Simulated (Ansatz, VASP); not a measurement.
**CdTe in VASP and in Ansatz**

File INCAR:

```
PREC = Accurate
ENCUT = 520
EDIFF = 1E-6
ISMEAR = 0
SIGMA = 0.01
LREAL = F
LASPH = T
NELM = 150
ALGO = Normal
ISIF = 2
LWAVE = F
LCHARG = F
MAGMOM = 0 0 0 0 0 0
LORBIT = 11
LSORBIT = T
GGA_COMPAT = F
LORBMOM = T
GGA = PS
NBANDS = 30
```

File KPOINTS:

```
Automatic mesh
0
Gamma
  6 6 6
```

Contents of POSCAR:

```
CdTe
1.0
    3.3054934860      3.3054934860      0.0000000000
   -3.3054934860      3.3054934860      0.0000000000
    0.0000000000      3.3054934860      3.3054934860
Cd Te
1 1
Direct
    0.0000000000      0.0000000000      0.0000000000
    0.7500000000      0.2500000000      0.5000000000
```

Input for Ansatz:

```yaml
crystal:
  lattice:
    - [3.30549348595, 3.30549348595, 0.0]
    - [-3.30549348595, 3.30549348595, 0.0]
    - [0.0, 3.30549348595, 3.30549348595]
  atoms:
    - { symbol: Cd, position: [0.0, 0.0, 0.0] }
    - { symbol: Te, position: [0.75, 0.25, 0.5] }
kpoints:
  mp_grid: { grid: [6, 6, 6] }
scf:
  occupations: { method: fixed }
  convergence: { dr2_threshold: 1.0e-10 }
hamiltonian:
  xc: pbesol
  pseudopotentials: { kind: all_electron, lapw: { basis_error: 0.0005 } }
magnetization:
  noncollinear: true
  spin_orbit: true
output:
  forces: true
  stress: true
  eigenstates:
    kpoints:
      - [0.0, 0.0, 0.0]
      - [-0.5, -0.5, -0.5]
      - [-0.5, 0.5, 0.0]
      - [0.0, 0.0, -0.5]
      - [0.0, -0.5, -0.5]
      - [0.0, 0.5, 0.0]
      - [-0.5, 0.0, 0.0]
      - [-0.5, 0.0, -0.5]
  eigenvalues: true
```

Alike in both runs: task single point; functional PBEsol; k mesh 6 × 6 × 6; non-collinear spin, spin-orbit coupling.

```csv
,VASP,Ansatz
version,VASP 6.6.1,Ansatz 0.2.0
potentials or method,"VASP PAW PBE potentials, release 64 (Cd, Te)",all-electron LAPW
plane-wave cutoff (eV),520,see its input
occupations,"gaussian, width 0.01 eV",fixed
```

```csv
,VASP,Ansatz,Ansatz less VASP
gap on the k mesh at the Fermi level (eV),0.22,0.22,-0.002
pressure (GPa),-1.8,-2.0,-0.14
net moment per atom (μB),0.00,0.00,0.000
```

Ansatz ran all-electron here, so the differences hold the error of VASP's frozen core and of both bases.

Caveats: the PAW data sets were made with another functional, which shifts forces and pressure a little (VASP).
